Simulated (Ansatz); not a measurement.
# Zr: what relativity and spin–orbit coupling change

```
CELL_PARAMETERS angstrom
-1.78744 1.78744 1.78744
1.78744 -1.78744 1.78744
1.78744 1.78744 -1.78744
ATOMIC_POSITIONS crystal
Zr 0.00000 0.00000 0.00000
```

The structure comes from a relaxation in the same program, started in the bcc type, and has space group Im-3m. Whether it is a known phase or the ground state wasn't checked.

One fixed cell is solved with PBE by LAPW (all electrons) in Ansatz 0.2.0 under different relativistic treatments. Pressure is positive in compression.

Sampling and basis: a Γ-centred 16×16×16 k mesh, Fermi–Dirac smearing of 0.05 eV, basis error target 0.25 meV/atom, no spin polarisation.

| setting | P (GPa) |
| --- | --- |
| scalar-relativistic | 0.03 |
| non-relativistic | ? |
| with spin–orbit coupling | 0.02 |
| scalar-relativistic, point nuclei | 0.02 |

Task: Give the missing entry: row "non-relativistic", column "P (GPa)".

Result: -0.58.
